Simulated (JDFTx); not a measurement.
Write the native input for JDFTx 1.7.0 (patched build) that does the following.

```
Task                                    : single point
Functional                              : PBEsol
Potentials or basis                     : PseudoDojo-SR-PBEsol-0.4.1-standard with smoothed tails
Cutoff                                  : 1143 eV
Density cutoff                          : 9143 eV
k mesh                                  : 8 × 8 × 5
Occupations                             : fermi-dirac, width 0.05 eV
Spin                                    : no spin polarisation
Local potential set to -Z/r beyond      : 6 bohr
Bands                                   : 33
Density cutoff over wavefunction cutoff : 8
Max SCF steps                           : 100
SCF threshold on the energy             : 1e-09 Ha
Solver of the electrons                 : scf
Further solve for the empty bands       : yes
```

The system is Te2Pt (Moncheite).

```
Pt Te
1.0
     4.01000    0.00000    0.00000
    -2.00500    3.47276    0.00000
     0.00000    0.00000    5.20100
Pt Te
1 2
Direct
  0.00000 0.00000 0.00000
  0.66667 0.33333 0.75000
  0.33333 0.66667 0.25000
```

These files were run (other wordings do the same):

Te2Pt.in

```
lattice \
    7.5778017597    -3.7889008799     0.0000000000 \
    0.0000000000     6.5625688288     0.0000000000 \
    0.0000000000     0.0000000000     9.8284655742
coords-type Lattice
ion Pt     0.0000000000     0.0000000000     0.0000000000 1
ion Te     0.6666666667     0.3333333333     0.7500000000 1
ion Te     0.3333333333     0.6666666667     0.2500000000 1

ion-species pseudo/Pt.upf
ion-species pseudo/Te.upf
elec-cutoff 42 336
elec-ex-corr gga-PBEsol
kpoint-folding 8 8 5
elec-smearing Fermi 0.0018374661
elec-n-bands 33
electronic-SCF nIterations 100 energyDiffThreshold 1e-09
electronic-minimize nIterations 30 energyDiffThreshold 1e-7
converge-empty-states yes
forces-output-coords Cartesian

dump-name run.$VAR
dump End Ecomponents EigStats BandEigs Kpoints Forces Stress
```

Potentials or basis: PseudoDojo-SR-PBEsol-0.4.1-standard with smoothed tails.

Command:

```console
$ jdftx -c 1 -i Te2Pt.in -o Te2Pt.out
```

It gave:

The pressure is 4.5 GPa, the largest force is 0.805 eV/Å and the band gap on the k mesh is none (metal or under the smearing width).

Wall time 3.4 min on 1 thread of Intel(R) Xeon(R) 6975P-C (Granite Rapids) (shared host), peak memory 0.47 GiB.
